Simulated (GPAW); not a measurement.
Wanted: an ASE script for a GPAW 26.7.0 run.

| Quantity | Value |
| --- | --- |
| Task | relaxation of cell and atoms |
| Functional | PBEsol |
| Dispersion | D3(BJ) |
| Potentials or basis | PAW data sets generated in the run's folder for this functional |
| Cutoff | 600 eV |
| Basis | pw |
| k mesh | 5 × 5 × 4 |
| Occupations | fermi-dirac, width 0.05 eV |
| Spin | no spin polarisation |
| Maxiter | 150 |
| Optimizer | BFGS |
| Fmax | 0.02 eV/Å |
| Max steps | 60 |
| Convergence | density=1e-05 forces=0.0001 |

The system is TiSe.

```
Se Ti
1.0
     4.17836    0.00000    0.00000
     0.00000    4.17836    0.00000
     0.00000    0.00000    5.98442
Se Ti
2 2
Direct
  0.00000 0.50000 0.76056
  0.50000 0.00000 0.23944
  0.00000 0.00000 0.00000
  0.50000 0.50000 0.00000
```

The cell comes from a database or a generator and needn't be the stable form of this composition.

These files were run (other wordings do the same):

run.py

```python
from ase import Atoms
from ase.calculators.mixing import SumCalculator
from ase.filters import FrechetCellFilter
from ase.io import write
from ase.optimize import BFGS
from dftd3.ase import DFTD3
from gpaw import GPAW, PW, setup_paths

setup_paths.insert(0, '.')

atoms = Atoms(['Se', 'Se', 'Ti', 'Ti'],
              cell=[[4.178357, 0.0, 0.0],
                    [0.0, 4.178357, 0.0],
                    [0.0, 0.0, 5.984423]],
              scaled_positions=[[0.0, 0.5, 0.760556],
                                [0.5, 0.0, 0.239444],
                                [0.0, 0.0, 0.0],
                                [0.5, 0.5, 0.0]],
              pbc=True)

calc = GPAW(mode=PW(600),
            xc='PBEsol',
            kpts={'size': (5, 5, 4), 'gamma': True},
            occupations={'name': 'fermi-dirac', 'width': 0.05},
            nbands=34,
            convergence={'density': 1e-05, 'forces': 0.0001},
            maxiter=150,
            txt='gpaw.txt')
atoms.calc = SumCalculator([calc, DFTD3(method='pbesol', damping='d3bj')])
opt = BFGS(FrechetCellFilter(atoms), trajectory='relax.traj', logfile='-')
done = opt.run(fmax=0.02, steps=60)
calc.write('gs.gpw')
write('result.traj', atoms)
print('Converged:', done)
print('Cell:', atoms.cell.cellpar().round(4))
print('Volume:', round(atoms.get_volume(), 4))
print(atoms.get_scaled_positions().round(5))
```

Potentials or basis: PAW data sets generated in the run's folder for this functional, pw.

Run with:

```console
$ gpaw-setup -f PBEsol Se Ti
$ OMP_NUM_THREADS=1 python run.py
```

Results of the run:

| Item | Value |
| --- | --- |
| Relaxed volume | 19.52 Å³/atom |
| Relaxed cell | a = 4.085 Å, b = 4.085 Å, c = 4.680 Å, α = 90.00°, β = 90.00°, γ = 90.00° |
| Space group after relaxing (to 0.05 Å) | P4/nmm (No. 129) |
| Energy gained by relaxing | 101.3 meV/atom |
| Ionic steps | 13 |
| Pressure after relaxing | 0.0 GPa |
| Largest force after relaxing | 0.006 eV/Å |
| Band gap on the k mesh | none (metal or under the smearing width) |
| Dispersion energy per atom | -0.456 eV |

Caveat: later steps reuse the first step's grids; the volume moved by over 15 % at a fixed basis, so the end points are rough.

Run time: 3.1 min on 1 thread of AMD EPYC 9R45 96-Core Processor (Zen 5), on a shared host, peak memory 0.34 GiB.
